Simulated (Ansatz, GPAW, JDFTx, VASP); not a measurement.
## One calculation of ZnSe, 4 ways

```xyz
2
Lattice="0.0000 2.8338 2.8338 2.8338 0.0000 2.8338 2.8338 2.8338 0.0000" Properties=species:S:1:pos:R:3 pbc="T T T"
Se    4.2507    4.2507    4.2507
Zn    0.0000    0.0000    0.0000
```

Alike in all runs: task single point; functional PBEsol; k mesh 8 × 8 × 8; occupations gaussian, width 0.02 eV; no spin polarisation; no spin-orbit coupling. Pressure is positive in compression and, in plane waves, holds the error of the finite cutoff.

```tsv
program and potentials	plane-wave cutoff (eV)	notes	band gap (eV)	pressure (GPa)
JDFTx, PseudoDojo-SR-PBEsol-0.4.1-standard with smoothed tails	1170	18 valence electrons an atom on average	1.17	-1.18
GPAW, PAW data sets generated for this functional	600	9 valence electrons an atom on average	?	?
Ansatz, all-electron LAPW, scalar-relativistic	-	-	1.17	-1.11
VASP, PBE PAW files Se, Zn, 520 eV	520	potentials made for PBE; 9 valence electrons an atom on average	1.17	-0.88
```

Problem. Estimate from the other rows what the run with GPAW, PAW data sets generated for this functional gave.

Solution. Band gap 1.18 eV; pressure -1.15 GPa. The other rows, which needn't bracket it: band gap 1.17; pressure -1.18 to -0.88.
